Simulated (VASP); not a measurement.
Write the native input for VASP 6.6.1 that does the following.

| Quantity | Value |
| --- | --- |
| Task | relaxation of cell and atoms |
| Functional | PBE |
| Potentials or basis | VASP PAW PBE potentials, release 64 (Sn_d) |
| Cutoff | 520 eV |
| k mesh | 15 × 15 × 15 |
| Occupations | gaussian, width 0.1 eV |
| Spin | no spin polarisation |
| Further INCAR settings | ALGO = Normal; EDIFF = 1e-06; IBRION = 2; EDIFFG = -0.01; NSW = 90; ISIF = 3 |

The structure of Sn lies in POSCAR:

```
Sn
1.0
   -2.9196440800      2.9196440800      1.5938000000
    2.9196440800     -2.9196440800      1.5938000000
    2.9196440800      2.9196440800     -1.5938000000
Sn
2
Direct
    0.0000000000      0.0000000000      0.0000000000
    0.7500000000      0.2500000000      0.5000000000
```

The input as run:

INCAR

```
  ALGO = Normal
  EDIFF = 1E-6
  EDIFFG = -0.01
  ENCUT = 520
  GGA = PE
  IBRION = 2
  ISIF = 3
  ISMEAR = 0
  LASPH = True
  LCHARG = False
  LREAL = False
  LWAVE = False
  NELM = 120
  NSW = 90
  PREC = Accurate
  SIGMA = 0.1
```

KPOINTS

```
k-points
0
Gamma
  15 15 15
```

Potentials or basis: VASP PAW PBE potentials, release 64 (Sn_d).

Command:

```sh
$ cat potpaw_PBE.64/Sn_d/POTCAR > POTCAR
$ mpirun -np 1 vasp_std > vasp.out
```

Results of the run:

```yaml
Relaxed_volume: 28.38 Å³/atom
Relaxed_cell: a = 4.507 Å, b = 4.507 Å, c = 4.507 Å, α = 97.21°, β = 97.21°, γ = 138.49°
Space_group_after_relaxing_to_0.05_Å: I4_1/amd (No. 141)
Energy_gained_by_relaxing: 9.5 meV/atom
Ionic_steps: 10
Pressure_after_relaxing: 0.0 GPa
Band_gap_on_the_k_mesh: none (metal or under the smearing width)
```

Run time: 8.6 min on 1 thread of Intel(R) Xeon(R) 6975P-C (Granite Rapids) (shared host), peak memory 0.39 GiB.
